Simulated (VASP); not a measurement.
A run of VASP 6.6.1 is set up as follows.

The input INCAR:

```
SYSTEM = H12C4Cl3
ALGO     = Normal         ! electronic algorithm
EDIFF    = 1E-6           ! SCF threshold, eV
ENCUT    = 520            ! plane-wave cutoff, eV
GGA      = PE             ! functional
ISIF     = 2              ! what is computed and relaxed
ISMEAR   = -1             ! smearing method
IVDW     = 12             ! dispersion correction
LASPH    = .TRUE.         ! aspherical terms in the spheres
LCHARG   = .FALSE.        ! write CHGCAR
LREAL    = Auto         
LWAVE    = .FALSE.        ! write WAVECAR
NBANDS   = 74             ! bands
NELM     = 100            ! most SCF steps
PREC     = Accurate       ! precision mode
SIGMA    = 0.05           ! smearing width, eV
```

KPOINTS

```
k-points
0
G
  1 1 1
  0 0 0
```

Contents of POSCAR:

```
H12C4Cl3
1.0
    7.4239830000      0.0000000000      0.0000000000
    0.0000000000      7.4239830000      0.0000000000
    0.0000000000      0.0000000000      7.4239830000
C H Cl
8 24 6
Direct
    0.2532872179      0.0573950668      0.1182249474
    0.3863020699      0.1995290129      0.1925112167
    0.1093752505      0.5846996147      0.7150474348
    0.5403837805      0.4978998470      0.0219289295
    0.7133232929      0.9674321722      0.5368681475
    0.2173631055     -0.0276401495      0.5613698199
    0.6582854514      0.3616387591      0.5302140374
    0.0137123159      0.5515233534      0.1184539350
    0.2891035715     -0.0757948934      0.1706496365
    0.1057518585      0.0898843653      0.1400057085
    0.2749467503      0.0468077580     -0.0308459758
    0.3129317511      0.3268461148      0.2024789119
    0.4252030211      0.1474141307      0.3258089357
    0.5051466309      0.2221853148      0.1086882877
    0.2126890646      0.6477250823      0.7949910446
    0.0998116510      0.6062379184      0.5746780401
   -0.0284618109      0.5972265831      0.7623266379
    0.6683339657      0.4370699664      0.0477641180
    0.4346319220      0.4092142991     -0.0041756561
    0.5425524277      0.5928354092     -0.0945314665
    0.6193710303      1.0408159609      0.4422828016
    0.8480892265      1.0086499390      0.5409495146
    0.7029515019      0.8294873520      0.5059144128
    0.1497309463      0.0413524654      0.4548367096
    0.3113961872      0.0587420526      0.6226442059
    0.2468351557     -0.1650327055      0.5120297285
    0.6679433398      0.3519000515      0.3901275097
    0.7858584805      0.3385918314      0.5976441487
    0.5631882508      0.2505663065      0.5742874142
   -0.0327586957      0.6139561473      0.0011449380
    0.1541894695      0.5682125080      0.1373925560
   -0.0343346691      0.4063452193      0.0916623866
    0.1416625011      0.3413396825      0.7479812386
    0.4976843293      0.6298505802      0.2086615769
    0.6165962395      1.0311715423      0.7368012561
    0.0694101805     -0.0486396588      0.7569386945
    0.5498126814      0.5600228341      0.6082718670
   -0.0704204199      0.6282207273      0.3220643151
```

Potentials or basis: VASP PAW PBE potentials, release 64 (C, H, Cl).

Command:

```sh
$ cat potpaw_PBE.64/C/POTCAR potpaw_PBE.64/H/POTCAR potpaw_PBE.64/Cl/POTCAR > POTCAR
$ mpirun -np 1 vasp_gam > vasp.out
```

(1) Estimate the dispersion energy per atom.

(2) What does it give for the band gap on the k mesh?

(3) What does it give for the largest force?

Answers

(1) -0.068 eV.

(2) 5.30 eV, direct.

(3) 3.321 eV/Å.
